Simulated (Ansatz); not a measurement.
# Be3N2 (P-3m1): from the cell to its phonons, part 3 of 3

Wanted: phonon frequencies of Be3N2 (P-3m1) and what follows from them.

Ansatz 0.2.0; DFT PBEsol, scalar-relativistic, plane waves, PAW.

So far. Step 3 (Tight relaxation): The largest force component left is 0.086 meV/Å and the pressure is -0.003 GPa, within the tolerances set. The cell now holds 6.31 Å³/atom. Step 4 (Modes at Γ): Before it was imposed, the acoustic sum rule was missed by 4.2e-4 eV/Å² and the charge sum rule by 9.9e-6 e. Small misses are needed for a sound result but don't prove that mesh and cutoff are converged. The relaxed cell has a = 2.805, c = 4.633 Å (conventional setting).

### Step 5. Response at finite wavevector

Stability and thermal properties need the whole zone. Linear response on a 4×4×4 q mesh gives force constants as far as a supercell of that size would, and the tensors from the zone-centre run are typed in so that the long-range dipole term is interpolated apart.

input.yaml

```yaml
crystal:
  lattice:
    - [2.8050806161, 0.0, 0.0]
    - [-1.4025403081, 2.4292710732, 0.0]
    - [0.0, 0.0, 4.6328422625]
  atoms:
    - { symbol: Be, position: [0.0, 0.0, 0.0] }
    - { symbol: Be, position: [0.6666666667, 0.3333333333, 0.6490792928] }
    - { symbol: Be, position: [0.3333333333, 0.6666666667, 0.3509207072] }
    - { symbol: "N", position: [0.3333333333, 0.6666666667, 0.7476525402] }
    - { symbol: "N", position: [0.6666666667, 0.3333333333, 0.2523474598] }
kpoints:
  mp_grid: { grid: [12, 12, 8] }
hamiltonian:
  xc: pbesol
scf:
  occupations: { method: fixed }
output:
  eigenvalues: true
phonons:
  method: dfpt
  qmesh: [4, 4, 4]
  temperatures: { t_max: 1000, t_step: 50 }
  qpath:
    path:
      - [[0.0, 0.0, 0.0], [0.5, 0.0, 0.0], [0.33333333, 0.33333333, 0.0], [0.0, 0.0, 0.0], [0.0, 0.0, 0.5], [0.5, 0.0, 0.5], [0.33333333, 0.33333333, 0.5], [0.0, 0.0, 0.5]]
      - [[0.5, 0.0, 0.5], [0.5, 0.0, 0.0]]
      - [[0.33333333, 0.33333333, 0.5], [0.33333333, 0.33333333, 0.0]]
    npoints: 10
  non_analytic_term:
    high_frequency_dielectric_tensor: [[5.0152, 0.0, 0.0], [0.0, 5.0152, 0.0], [0.0, 0.0, 5.6089]]
    born_effective_charges:
      - { species: Be, tensor: [[2.2979, 0.0, 0.0], [0.0, 2.2979, 0.0], [0.0, 0.0, 2.5048]] }
      - { species: Be, tensor: [[1.5949, 0.0, 0.0], [0.0, 1.5949, 0.0], [0.0, 0.0, 1.6507]] }
      - { species: Be, tensor: [[1.5949, 0.0, 0.0], [0.0, 1.5949, 0.0], [0.0, 0.0, 1.6507]] }
      - { species: "N", tensor: [[-2.7439, 0.0, 0.0], [0.0, -2.7439, 0.0], [0.0, 0.0, -2.9031]] }
      - { species: "N", tensor: [[-2.7439, 0.0, 0.0], [0.0, -2.7439, 0.0], [0.0, 0.0, -2.9031]] }
    source: "zone-centre run at this cell"
```

The run is started by

```console
ansatz run input.yaml --threads 4 --pin off --max-ram 7168MiB --backend cpu --events-out ev --progress --plain --runs-dir out
```

Numbers of over 12 decimals in the logs are rounded to 6 here.

What it wrote:

```text
Warning: phonons: the dynamical matrix that this run interpolates holds no multipole term above the dipole-dipole one, and a site of this crystal is no centre of inversion, so its interpolated transverse optical and acoustic branches and sound speeds can stay off near Gamma, and the density of states and the thermodynamics with them. What a run solves at a wave vector of phonons.qpoints, Gamma apart, where the deck admits one, is free of this, and under fd what a larger phonons.supercell samples
[...]
Crystal: 5 atoms, lattice volume = 31.570 Å³
Basis set: ecut = 420 eV, 627 PW (Γ), exchange–correlation on 40×40×64 points (8 copies of the dense FFT grid, shifted against one another)
Bands: 13, of which v1, the nominal top of the filled ones, is band 8 counted from 1 (7 counted from 0)
Symmetry: 12 space group operations
k-points: 131 of 1152
[...]
SCF iter   1: F=—  HF=-1032.815977 eV  |F-HF|=—  |Δ(HF+E_count)|=         —  Δρ=1.02e-2  dr2=3.33e-2  ethr=1.77e-3  ⟨swp⟩=5.0  Hψ=9218  notcnv=0  defer=363
[...]
SCF iter   8: F=-1032.805926 eV  HF=-1032.805926 eV  |F-HF|=4.55e-13  |Δ(HF+E_count)|=  1.75e-11  Δρ=3.38e-8  dr2=1.80e-13  ethr=1.00e-12  ⟨swp⟩=9.4  Hψ=8500  notcnv=0
SCF 1 converged in 8 iterations: F = -1032.805926 eV  dr2 = 1.80e-13
[...]
NSCF: frozen V_eff on 131 k-points
[...]
DFPT response loops at q = (0, 0, 0) (fractional): preconditioner auto → none (the input reference at scf.mixing.eps_inf says where Resta's filter doesn't serve); β = 0.50; Broyden in place of MSR1
[...]
SCF converged after 8 iterations
Free energy (F): -1032.805926 eV
[...]
Internal energy: -1032.805926 eV  (E = F + TS)
E sigma→0 (E₀):  -1032.805926 eV
Fermi energy:    9.356234 eV
[...]
--- Band table (eV; the first three rows and the last of 131) ---
  k-point 0: bands = [... 4 lower, 7.8405, 8.9861, 8.9861, 9.3146, 15.8580, 16.5296, 17.6917, 17.6917, ... 1 higher]
  k-point 1: bands = [... 4 lower, 7.8687, 8.8727, 8.9619, 8.9619, 16.0529, 16.5640, 17.6191, 17.6191, ... 1 higher]
  k-point 2: bands = [... 4 lower, 7.9437, 7.9437, 8.8957, 8.8957, 16.1336, 17.0379, 17.4628, 17.4628, ... 1 higher]
  k-point 130: bands = [... 4 lower, 3.0593, 3.4788, 7.8513, 7.8513, 15.9034, 15.9034, 16.8587, 18.7373, ... 1 higher]
--- Phonons (Γ-DFPT): 6 representative perturbations + reference (Σ response iterations 17) ---
  ASR residual: 3.354e-4 → 0.000e0 eV/Å²; symmetrization residual: 7.961e-7 eV/Å²
  ASR residual per site (eV/Å²): 1.45e-5 3.35e-4 3.35e-4 3.25e-5 3.25e-5
[...]
--- Phonons (arbitrary-q DFPT): 13 irreducible q on the 4×4×4 mesh ---
  q = [0.0000, 0.0000, 0.0000] (star 1, of the zone-centre solve; hermiticity 1.00e-7, symmetrization 1.94e-11): -90.30 -90.30 -0.00 -0.00 0.00 267.02 413.93 413.93 586.37 773.65 799.82 809.06 809.06 817.56 817.56
  q = [0.0000, 0.0000, 0.2500] (star 2, 6 solved perturbations in 2616 linear systems a pass and spin channel, the states on 624 of 1152 k-point pairs; hermiticity 4.75e-8, symmetrization 2.43e-10): -76.68 -76.68 103.59 103.59 216.15 406.57 406.57 537.88 751.25 808.09 808.09 817.56 817.56 818.46 887.36
[...]
q = [0.0000, 0.2500, 0.0000] (star 6, 9 solved perturbations on 624 of 1152 k-point pairs; hermiticity 2.43e-8, symmetrization 2.49e-11): -72.22 114.42 238.26 304.05 369.71 452.35 505.33 552.11 578.50 659.77 742.62 782.74 817.48 914.48 1051.90
[...]
sum rule: each row above includes the acoustic sum rule's correction from the zone centre's row sums; it moved no ω² by more than (3.18 cm⁻¹)²
  mesh force constants: q→R imaginary residual 1.55e-18; ASR residual 3.354e-4 → 0.000e0 eV/Å²; symmetrization residual 2.132e-14 eV/Å²
  interpolated dispersion: 94 rows × 15 modes
  density of states and harmonic sums: on the 28×28×16 q-mesh, interpolated from the force constants of a 4×4×4 supercell (with the dipole–dipole term of supplied tensors)
  largest difference from the sums on the solved wave vectors: F 2.19e-2 eV, S 3.20e-5 and C_V 9.76e-6 eV/K
  zero-point energy: 0.513269 eV/cell   skipped modes (ω ≤ 0): 1316, of them read as no rigid motion or as one in doubt: 1313 (1.088e0 modes/cell left out, lowest -213.87 cm⁻¹)   left out of the sums: 7.25e-2 of the cell's modes: C_V's classical limit lies that fraction below 3 k_B per atom; for a crystal, a wire or a layer, F and S can be off by more, and a phonons.interpolated_qmesh denser along its periods is the remedy for the sampling
```

The job ended after 7.4 min (4 threads of Arm Neoverse V1, shared host; peak memory 1.4 GiB; 29 min of CPU time).

This step gave:

* sum-rule residual before enforcement: 3.35e-4 eV/Å²
* lowest frequency on the path: -213.9 cm⁻¹
* highest frequency on the path or at a solved wavevector: 1090 cm⁻¹
* lowest mode on the q mesh (acoustic modes at Γ apart): -213.9 cm⁻¹

Frequencies (cm⁻¹) solved at each irreducible wavevector; negative means imaginary. Frequencies by wavevector, by row:

```
q in reciprocal lattice units  star  mode 1  mode 2  mode 3  mode 4  mode 13  mode 14  mode 15
                        0 0 0     1   -90.3   -90.3       0       0    809.1    817.6    817.6
                     0 0 0.25     2   -76.7   -76.7   103.6   103.6    817.6    818.5    887.4
                     0 0 -0.5     1   -68.6   -68.6   153.7   153.7    817.5    837.1    882.9
                     0 0.25 0     6   -72.2   114.4   238.3   304.1    817.5    914.5     1052
                  0 0.25 0.25     6  -156.3   -62.1   259.1   303.1    816.2    914.8     1059
                  0 0.25 -0.5     6  -206.8     -43     300   366.9    813.3    954.5     1021
                 0 0.25 -0.25     6  -182.9   182.7   273.2   323.6    814.7    962.3     1007
                     0 -0.5 0     3    79.3   142.7   308.1   318.3    817.5    929.6    943.6
                  0 -0.5 0.25     6  -161.8      96   291.7   381.8    813.6    894.3     1003
                  0 -0.5 -0.5     3  -213.9   -39.5   270.9   436.3    808.9    884.5     1036
                  0.25 0.25 0     6  -144.8    63.1   249.8   436.9    845.8    870.3    957.8
               0.25 0.25 0.25    12   -89.7   146.9   207.6   411.6    838.9      906    961.5
               0.25 0.25 -0.5     6    70.2   140.9   220.7   408.6    833.3    949.1      951
```

Interpolated from a 4×4×4 q mesh, with the LO-TO term (at Γ the limit along the path; where Γ stands inside the path, tables give the limit on arrival). Phonon branches along the path, in cm⁻¹:

```
    point  branch 1  branch 2  branch 3  branch 4  branch 12  branch 13  branch 14  branch 15
        Γ       -90         0         0         0        809        818        818       1090
  halfway       -72       114       238       304        783        818        914       1052
        M        79       143       308       318        767        818        930        944
  halfway       -79       -24       246       451        776        843        904        920
        K      -119       128       128       467        780        858        883        883
  halfway      -173       141       313       346        789        825        906       1031
        Γ       -90         0         0         0        809        818        818       1090
  halfway       -77       -77       104       104        818        818        818        887
        A       -69       -69       154       154        818        818        837        883
  halfway      -207       -43       300       367        785        813        954       1021
        L      -214       -40       271       436        788        809        885       1036
  halfway       -82       106       250       413        801        828        891        989
        H       175       175       209       417        810        847        914        914
  halfway      -125       -95       268       386        787        817        982        989
        A       -69       -69       154       154        818        818        837        883
jump to L      -214       -40       271       436        788        809        885       1036
  halfway      -162        96       292       382        786        814        894       1003
        M        79       143       308       318        767        818        930        944
jump to H       175       175       209       417        810        847        914        914
  halfway       116       154       154       444        795        854        898        898
        K      -119       128       128       467        780        858        883        883
```

Tetrahedra on a 28×28×16 mesh, mean over bins of 20 cm-1. Interpolated from a 4×4×4 q mesh. The phonon density of states by wavenumber; read off at these points:

wavenumber (cm⁻¹), phonon density of states (1/cm⁻¹/cell) and a bar:
```
     -210     0.0017 ##
     -150     0.0121 ###########
      -90     0.0048 #####
      -30     0.0019 ##
       30     0.0021 ##
       90     0.0059 ######
      170     0.0057 #####
      230     0.0098 #########
      290     0.0090 #########
      350     0.0066 ######
      410     0.0205 ###################
      450     0.0230 ######################
      470     0.0185 ##################
      530     0.0197 ###################
      550     0.0220 #####################
      590     0.0204 ###################
      650     0.0136 #############
      710     0.0213 ####################
      730     0.0221 #####################
      790     0.0315 ##############################
      850     0.0066 ######
      910     0.0160 ###############
      970     0.0101 ##########
     1030     0.0081 ########
     1090     0.0001
```

The partial phonon density of states has structure finer than the step of the table below, so its rows give means over 50 cm⁻¹, whole bins alone (the curve runs from -224 to 1131 cm⁻¹). Peaks (cm⁻¹: height): Be -138.4: 0.0097, 125.7: 0.00791, 262.0: 0.0101, 543.2: 0.0130, 815.8: 0.0232, 909.5: 0.0123; N 440.9: 0.0150, 781.7: 0.0170, 918.0: 0.00286.

Phonopy on the run's constants, 21x21x13 mesh, Gaussian sigma 9.7 cm-1. Interpolated from a 4×4×4 q mesh. Partial phonon density of states against wavenumber; means over each step; values in 1/cm⁻¹/cell:

```
wavenumber (cm⁻¹)       Be        N
             -150  0.00844  0.00114
             -100  0.00544   6.7e-4
              -50  0.00228   2.2e-4
                0  0.00106   1.1e-4
               50  0.00285   4.0e-4
              100  0.00612   1.0e-3
              150  0.00638  0.00151
              200  0.00437  0.00154
              250  0.00883  0.00310
              300  0.00482  0.00298
              350  0.00317  0.00407
              400  0.00574   0.0107
              450  0.00751   0.0135
              500  0.00961  0.00942
              550   0.0119  0.00839
              600  0.00909  0.00769
              650  0.00749  0.00693
              700  0.00935   0.0103
              750  0.00844   0.0130
              800   0.0172   0.0112
              850  0.00802  0.00253
              900   0.0108  0.00222
              950  0.00844  0.00259
             1000  0.00654  0.00248
             1050  0.00338  0.00169
             1100   1.5e-4   1.2e-4
```

Symmetry leaves 13 wavevectors to solve. The lowest mode among them, the acoustic zeros apart, lies at q = (0, -0.5, -0.5) and is imaginary, 213.9i cm⁻¹, so the energy falls along it.

### Step 6. Another isotope

An isotope changes the mass and not the force constants, so no new electronic calculation is needed; the shifts show which modes move this element.

The same force constants with the mass of N changed from 14.007 to 15.000 u (phonopy, no LO-TO term). Both lists are sorted by frequency; levels can cross, so a row need not hold one and the same mode. Modes under 3 cm⁻¹ are left out. Isotope shifts, by row, the first 40 of 57 rows:

```
       q  rank  natural mass (cm⁻¹)  changed mass (cm⁻¹)
   0 0 0     1                -90.3               -89.86
   0 0 0     2                -90.3               -89.86
   0 0 0     6                  267                262.9
   0 0 0     7                413.9                403.4
   0 0 0     8                413.9                403.4
   0 0 0     9                586.4                577.3
   0 0 0    10                773.6                759.3
   0 0 0    11                799.8                  799
   0 0 0    12                809.1                799.7
   0 0 0    13                809.1                799.7
   0 0 0    14                817.6                810.6
   0 0 0    15                817.6                810.6
0 0 0.25     1               -76.68               -76.65
0 0 0.25     2               -76.68               -76.65
0 0 0.25     3                103.6                101.3
0 0 0.25     4                103.6                101.3
0 0 0.25     5                216.2                212.3
0 0 0.25     6                406.6                396.1
0 0 0.25     7                406.6                396.1
0 0 0.25     8                537.9                528.7
0 0 0.25     9                751.2                746.9
0 0 0.25    10                808.1                798.5
0 0 0.25    11                808.1                798.5
0 0 0.25    12                817.6                808.6
0 0 0.25    13                817.6                810.9
0 0 0.25    14                818.5                810.9
0 0 0.25    15                887.4                873.7
0 0 -0.5     1               -68.64               -68.64
0 0 -0.5     2               -68.64               -68.64
0 0 -0.5     3                153.7                150.3
0 0 -0.5     4                153.7                150.3
0 0 -0.5     5                397.7                387.4
0 0 -0.5     6                397.7                387.4
0 0 -0.5     7                404.5                396.9
0 0 -0.5     8                404.7                397.9
0 0 -0.5     9                  747                744.8
0 0 -0.5    10                807.2                797.5
0 0 -0.5    11                807.2                797.5
0 0 -0.5    12                817.5                811.1
0 0 -0.5    13                817.5                811.1
```

A mode of this element alone would shift by -3.37 %. The highest zone-centre frequency without the field goes from 817.6 to 810.6 cm⁻¹ (-0.8 %).

### Step 7. Summary of results

| Property | Result |
| --- | --- |
| space group after relaxation (within 0.01 Å) | P-3m1 |
| volume per atom | 6.31 Å³ |
| gap on the k-mesh | 4.22 eV |
| highest optical mode at the zone centre (no LO-TO term) | 818 cm⁻¹ |
| top of the zone-centre spectrum with the field | 1090 cm⁻¹ |
| lowest optical zone-centre mode | -90.3 cm⁻¹ |
| mean high-frequency dielectric constant | 5.21 |
| largest Born charge (third of the trace) | -2.80 e |
| lowest mode on the q mesh (acoustic modes at Γ apart) | -214 cm⁻¹ |
| highest frequency on the path or at a solved wavevector | 1090 cm⁻¹ |
| imaginary modes on the 4×4×4 q mesh | yes |

In words: Modes are clearly imaginary (beyond 10i cm⁻¹) at 11 of the 13 irreducible wavevectors, most at q = (0, -0.5, -0.5) (213.9i cm⁻¹), so this structure is not a minimum of the energy. Without the field, the optical modes at Γ span -90 to 818 cm⁻¹ (negative means imaginary). The highest mode in this list at Γ, 817.6 cm⁻¹, is mostly motion of Be (74 % of the kinetic energy). With the macroscopic field of the longitudinal modes the top of the zone-centre spectrum lies at 1090 cm⁻¹, against 818 cm⁻¹ without it. Among the real modes, the strongest infrared line is at 809 cm⁻¹. Averaged over orientations, the strongest Raman line at 532 nm and 300 K is at 586 cm⁻¹. The program warns that the interpolation holds no quadrupole term, so branches close to Γ can be off in this crystal. These are harmonic frequencies at zero temperature: anharmonic shifts, linewidths and thermal expansion are left out.

[Logs are printed without paths, hosts, clocks, repeated set-up lines and the standing remarks that a program may print on its own settings, such as how far it seeks lower states.]

[Hosts, paths, dates, database ids (printed as entryN), source tags and the programs' standing remarks are cut or masked in the printed files.]
